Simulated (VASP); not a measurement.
Wanted: the native input for a VASP 6.6.1 run.

| Item | Value |
| --- | --- |
| Task | single point |
| Functional | PBE |
| Potentials or basis | VASP PAW PBE potentials, release 64 (Pr) |
| Cutoff | 520 eV |
| k mesh | 9 × 9 × 9 |
| Occupations | fermi-dirac, width 0.05 eV |
| Spin | collinear spin, typed start |
| Starting moments | [2.0] μB |
| Dipole correction | no |
| Further INCAR settings | ALGO = Fast; EDIFF = 1e-06; NBANDS = 16 |

The structure of Pr lies in POSCAR:

```
Pr
1.0
   -2.1385075419      2.1385075419      2.1385075419
    2.1385075419     -2.1385075419      2.1385075419
    2.1385075419      2.1385075419     -2.1385075419
Pr
1
Direct
    0.0000000000      0.0000000000      0.0000000000
```

This isn't the form of Pr at room conditions, which is double hcp.

The cell isn't the ideal one: volume scaled by 1.06.

The input as run:

INCAR

```
ALGO     = Fast           # electronic algorithm
EDIFF    = 1E-6           # SCF threshold, eV
ENCUT    = 520            # plane-wave cutoff, eV
GGA      = PE             # functional
ISIF     = 2              # what is computed and relaxed
ISMEAR   = -1             # smearing method
ISPIN    = 2              # spin polarisation
LASPH    = True           # aspherical terms in the spheres
LCHARG   = True           # write CHGCAR
LELF     = True           # ELF
LMAXMIX  = 6              # l up to which the mixer works
LORBIT   = 11             # projections on sites
LREAL    = False          # projectors in reciprocal space
LVHAR    = True         
LWAVE    = False          # write WAVECAR
MAGMOM   = 2              # initial moments
NBANDS   = 16             # bands
NELM     = 150            # most SCF steps
PREC     = Accurate       # precision mode
SIGMA    = 0.05           # smearing width, eV
```

KPOINTS

```
k-points
0
Gamma
  9 9 9
```

Potentials or basis: VASP PAW PBE potentials, release 64 (Pr).

Command:

```sh
$ cat potpaw_PBE.64/Pr/POTCAR > POTCAR
$ mpirun -np 1 vasp_std > vasp.out
```

It gave:

```
Pressure                                              : -2.4 GPa
Band gap on the k mesh                                : none (metal or under the smearing width)
Net moment                                            : 2.81 μB per cell
Site moments                                          : Pr +2.28 μB
Valence electrons inside the program's atomic spheres : Pr 10.01
```

Caveat: the magnetic or orbital state may not be the lowest; spin-orbit coupling is left out, which moves the levels of the heavy elements.

Run time: 2.1 min on 1 thread of Intel(R) Xeon(R) Platinum 8488C (Sapphire Rapids), with other jobs on the host, peak memory 0.19 GiB.
